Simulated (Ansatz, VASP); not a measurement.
# Two plane-wave programs on B

The input INCAR:

```
  PREC = Accurate
  ENCUT = 520
  EDIFF = 1E-6
  ISMEAR = 0
  SIGMA = 0.1
  LREAL = F
  LASPH = T
  NELM = 100
  ALGO = Normal
  ISIF = 2
  LWAVE = F
  LCHARG = F
  GGA = PE
  NBANDS = 30
```

KPOINTS

```
regular mesh
0
Gamma
  4 4 4
```

POSCAR

```
B
1.0
    4.2798504300     -2.5656376000      0.0000000000
    4.2798504300      2.5656376000      0.0000000000
    0.0000000000      0.0000000000      4.6105439100
B
12
Direct
    0.0137277300      0.3315595500      0.4371671500
    0.3315595500      0.0137277300      0.5628328500
    0.6684404500      0.9862722700      0.0628328500
    0.9862722700      0.6684404500      0.9371671500
    0.9862722700      0.6684404500      0.5628328500
    0.6684404500      0.9862722700      0.4371671500
    0.3315595500      0.0137277300      0.9371671500
    0.0137277300      0.3315595500      0.0628328500
    0.1587246700      0.8412753300      0.4372062500
    0.8412753300      0.1587246700      0.5627937500
    0.1587246700      0.8412753300      0.0627937500
    0.8412753300      0.1587246700      0.9372062500
```

Input for Ansatz:

```yaml
crystal:
  lattice:
    - [4.27985043, -2.5656376, 0.0]
    - [4.27985043, 2.5656376, 0.0]
    - [0.0, 0.0, 4.61054391]
  atoms:
    - { symbol: B, position: [0.01372773, 0.33155955, 0.43716715] }
    - { symbol: B, position: [0.33155955, 0.01372773, 0.56283285] }
    - { symbol: B, position: [0.66844045, 0.98627227, 0.06283285] }
    - { symbol: B, position: [0.98627227, 0.66844045, 0.93716715] }
    - { symbol: B, position: [0.98627227, 0.66844045, 0.56283285] }
    - { symbol: B, position: [0.66844045, 0.98627227, 0.43716715] }
    - { symbol: B, position: [0.33155955, 0.01372773, 0.93716715] }
    - { symbol: B, position: [0.01372773, 0.33155955, 0.06283285] }
    - { symbol: B, position: [0.15872467, 0.84127533, 0.43720625] }
    - { symbol: B, position: [0.84127533, 0.15872467, 0.56279375] }
    - { symbol: B, position: [0.15872467, 0.84127533, 0.06279375] }
    - { symbol: B, position: [0.84127533, 0.15872467, 0.93720625] }
basis:
  ecutwfc: 420
kpoints:
  mp_grid: { grid: [4, 4, 4] }
hamiltonian:
  xc: pbe
scf:
  occupations: { method: gaussian, width: 0.1 }
  lower_state_search: "off"
output:
  forces: true
  stress: true
  eigenvalues: true
```

Alike in both runs: task single point; functional PBE; k mesh 4 × 4 × 4; occupations gaussian, width 0.1 eV; no spin polarisation.

|  | VASP | Ansatz |
| --- | --- | --- |
| version | VASP 6.6.1 | Ansatz 0.2.0 |
| potentials or method | VASP PAW PBE potentials, release 64 (B) | scalar-relativistic, plane waves, PAW |
| plane-wave cutoff (eV) | 520 | 420 |
| valence electrons in the cell | 36 | 36 |

|  | VASP | Ansatz | Ansatz less VASP |
| --- | --- | --- | --- |
| gap on the k mesh at the Fermi level (eV) | none | none | - |
| pressure (GPa) | 25.8 | 25.8 | -0.06 |
| largest component of the traceless stress (GPa) | 5.15 | 5.07 | -0.071 |
| rms of the force components (eV/Å) | 1.327 | 1.319 | -0.0077 |

Atom by atom the forces differ by 0.008 eV/Å (rms over components). A gap of «none» marks a metal or a gap that the smearing closes. With one functional, cell and mesh, what is left measures potentials, basis and numerics.

Caveats: so large a pressure means that the cell lies far from this level's equilibrium, or that cutoff or potentials fall short (VASP); forces of over 1 eV/Å show positions far from the minimum, so gaps and moduli don't describe the material at rest.
